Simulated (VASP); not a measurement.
# Settings for P: self-consistent run

P, R-3m (no. 166), 2 atoms in the cell. PBE with TS; PAW potentials P (PBE set). VASP 6.6.1.

Wanted: energy within 2 meV/atom; pressure within 0.1 GPa.

POSCAR:
```
P
1.0
    1.7257251780      0.9963478961      3.1296800121
   -1.7257251780      0.9963478961      3.1296800121
    0.0000000000     -1.9926957921      3.1296800121
P
2
Direct
    0.7729197500      0.7729197500      0.7729197500
    0.2270802500      0.2270802500      0.2270802500
```

## Self-consistent screening

| Self-consistent screening | Energy less reference (meV/atom) | Pressure (GPa) | SCF iterations | Time (s) |
|---|---|---|---|---|
| default | 0.0 | -0.18 | 13 | 34 |
| SCSRAD = 30 | 0.0 | -0.18 | 13 | 18 |
| SCSRAD = 60 | 0.0 | -0.18 | 13 | 20 |
| LSCALER0 = F | 54.3 | 0.66 | 13 | 27 |

Chosen: default; SCSRAD = 30 would be accurate enough too and is faster here.

## The input

INCAR:
```
ALGO     = Normal         # electronic algorithm
EDIFF    = 1E-7           # SCF threshold, eV
ENCUT    = 520            # plane-wave cutoff, eV
ISIF     = 2              # what is computed and relaxed
ISMEAR   = 0              # smearing method
IVDW     = 2              # dispersion correction
LASPH    = T              # aspherical terms in the spheres
LCHARG   = F              # write CHGCAR
LREAL    = F              # projectors in reciprocal space
LVDWSCS  = T            
LWAVE    = F              # write WAVECAR
NELM     = 100            # most SCF steps
PREC     = Accurate       # precision mode
SIGMA    = 0.02           # smearing width, eV
```

KPOINTS:
```
k-points
0
Gamma
  7 7 7
```

Commands:
```
cat potpaw_PBE.64/P/POTCAR > POTCAR
mpirun -np 1 vasp_std > vasp.out
```

The chosen input took VASP 6.6.1 34 s on 1 core (Intel Xeon Platinum 8259CL @ 2.50GHz (Skylake/Cascade Lake)), a shared host.
